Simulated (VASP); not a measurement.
# CdTe in VASP 6.6.1, single-point calculation

INCAR

```
ISMEAR = -4
EDIFF = 1E-7
NELM = 83
LREAL = .FALSE.
IBRION = -1
SIGMA = 0.3
ISIF = 2
LWAVE = .FALSE.
LCHARG = .FALSE.
GGA = PE
NELMIN = 8
PREC = Accurate
NBANDS = 16
NSW = 0
ENCUT = 520
LASPH = .TRUE.
```

KPOINTS

```
KPOINTS created by Atomic Simulation Environment
0
Gamma
6 6 6
0 0 0
```

POSCAR

```
Cd Te
 1.0000000000000000
     0.0000000000000000    3.2799551162000000    3.3127546673000001
     3.2799551162000000    0.0000000000000000    3.3127546673000001
     3.2799551162000000    3.2799551162000000    0.0000000000000000
 Cd  Te
   1   1
Cartesian
  0.0000000000000000  0.0000000000000000  0.0000000000000000
  1.6399775581000000  1.6399775581000000  1.6563773336500001
```

The recommended PBE PAW datasets give the neutral cell 18 valence electrons.

Command

```
mpirun -np 1 vasp_std
```

OSZICAR

```
N       E                     dE             d eps       ncg     rms          rms(c)
DAV:   1     0.101000043380E+03    0.10100E+03   -0.82575E+03   960   0.971E+02
DAV:   2    -0.134174578548E+01   -0.10234E+03   -0.97575E+02  1160   0.234E+02
DAV:   3    -0.500442160724E+01   -0.36627E+01   -0.36589E+01  1208   0.462E+01
DAV:   4    -0.503816853402E+01   -0.33747E-01   -0.33745E-01  1456   0.393E+00
DAV:   5    -0.503826213343E+01   -0.93599E-04   -0.93599E-04  1256   0.187E-01    0.510E+00
DAV:   6    -0.481760248375E+01    0.22066E+00   -0.37465E-01  1144   0.707E+00    0.425E+00
DAV:   7    -0.480223954768E+01    0.15363E-01   -0.10309E-01  1120   0.206E+00    0.166E+00
DAV:   8    -0.480321642934E+01   -0.97688E-03   -0.10137E-02  1096   0.112E+00    0.455E-01
DAV:   9    -0.480356694446E+01   -0.35052E-03   -0.95416E-04  1128   0.311E-01    0.101E-01
DAV:  10    -0.480362746606E+01   -0.60522E-04   -0.11049E-04  1248   0.995E-02    0.554E-02
DAV:  11    -0.480366939781E+01   -0.41932E-04   -0.81996E-05  1128   0.543E-02    0.377E-02
DAV:  12    -0.480366847996E+01    0.91785E-06   -0.31700E-06  1200   0.132E-02    0.222E-02
DAV:  13    -0.480366829164E+01    0.18832E-06   -0.62734E-07  1240   0.364E-03    0.130E-02
DAV:  14    -0.480366839038E+01   -0.98742E-07   -0.89217E-07  1136   0.515E-03
   1 F= -.48036684E+01 E0= -.48036684E+01  d E =0.000000E+00
```

From OUTCAR

```
k-points           NKPTS =     30   k-points in BZ     NKDIM =     30   number of bands    NBANDS=     16

   NELECT =      18.0000    total number of electrons

   dimension x,y,z NGX =    36 NGY =   36 NGZ =   36
   dimension x,y,z NGXF=    72 NGYF=   72 NGZF=   72

  energy-cutoff  :      520.00
  volume of cell :       71.28
      direct lattice vectors                 reciprocal lattice vectors
     0.000000000  3.279955116  3.312754667    -0.152441110  0.152441110  0.150931792
     3.279955116  0.000000000  3.312754667     0.152441110 -0.152441110  0.150931792
     3.279955116  3.279955116  0.000000000     0.152441110  0.152441110 -0.150931792

 k-points in reciprocal lattice and weights: KPOINTS created by Atomic Simulation Env
   0.00000000  0.00000000  0.00000000       0.005
   0.16666667 -0.00000000  0.00000000       0.037
   0.33333333 -0.00000000  0.00000000       0.037
   0.50000000 -0.00000000  0.00000000       0.019
   0.16666667  0.16666667  0.00000000       0.009
   0.33333333  0.16666667  0.00000000       0.037
   0.50000000  0.16666667  0.00000000       0.037
  -0.33333333  0.16666667  0.00000000       0.037
   ...

 E-fermi :   1.9628

 k-point     1 :       0.0000    0.0000    0.0000
  band No.  band energies     occupation
      1      -8.9770      2.00000
      2      -6.2024      2.00000
      3      -6.2000      2.00000
      4      -6.2000      2.00000
      5      -5.9739      2.00000
      6      -5.9729      2.00000
      7       1.9201      2.00000
      8       1.9520      2.00000
      9       1.9520      2.00000
     10       2.5709      0.00000
     11       6.5690      0.00000
     12       6.5690      0.00000
     13       6.5723      0.00000
     14       9.3404      0.00000
     15      11.1465      0.00000
     16      11.2826      0.00000

 k-point     2 :       0.1667   -0.0000    0.0000
  band No.  band energies     occupation
      1      -8.8877      2.00000
      2      -6.1854      2.00000
      3      -6.1837      2.00000
      4      -6.1220      2.00000
      5      -5.9745      2.00000
      6      -5.9741      2.00000
      7       0.2607      2.00000
      8       1.7203      2.00000
      9       1.7488      2.00000
     10       3.6852      0.00000
     11       6.6431      0.00000
     12       6.8869      0.00000
     13       6.8909      0.00000
     14      10.3014      0.00000
     15      10.3792      0.00000
     16      10.4289      0.00000

 k-point     3 :       0.3333   -0.0000    0.0000
  band No.  band energies     occupation
      1      -8.7098      2.00000
      2      -6.1576      2.00000
      3      -6.1555      2.00000
      4      -5.9713      2.00000
      5      -5.9704      2.00000
      6      -5.8691      2.00000
      7      -1.4603      2.00000
      8       1.3647      2.00000
      9       1.4054      2.00000
     10       3.8089      0.00000
     11       7.1471      0.00000
     12       7.1896      0.00000
     13       8.0807      0.00000
     14      10.0116      0.00000
     15      10.7666      0.00000
     16      10.7741      0.00000

 ...

  Total        0.3484938      0.3484938      0.2764565      0.0000000     -0.0000000      0.0000000
  in kB        7.8334036      7.8334036      6.2141586      0.0000000     -0.0000000      0.0000000
  external PRESSURE =       7.2936553 kB  Pullay stress =       0.0000000 kB

 POSITION                                       TOTAL-FORCE (eV/Angst)
 -----------------------------------------------------------------------------------
      0.00000      0.00000      0.00000        -0.000000     -0.000000     -0.000000
      1.63998      1.63998      1.65638         0.000000      0.000000      0.000000
 -----------------------------------------------------------------------------------
    total drift:                               -0.000000     -0.000000     -0.000001

  FREE ENERGIE OF THE ION-ELECTRON SYSTEM (eV)
  ---------------------------------------------------
  free  energy   TOTEN  =        -4.8036683904 eV

  energy  without entropy=       -4.8036683904  energy(sigma->0) =       -4.80366839
```

It converged. Results: gap between bands v and c on the k mesh 0.62 eV; least direct gap on the k mesh 0.62 eV; pressure 0.7 GPa. Band v is the last that the valence electrons fill when counted band by band, and c is the next.

For comparison, a separate PBE run of the intended cell, on usual settings and not on those above, gives a gap of 0.62 eV on its mesh and a pressure of 0.7 GPa.

The run above took about 32 s on one core of a shared host (Intel Xeon Platinum 8488C) and held 0.22 GiB at most.
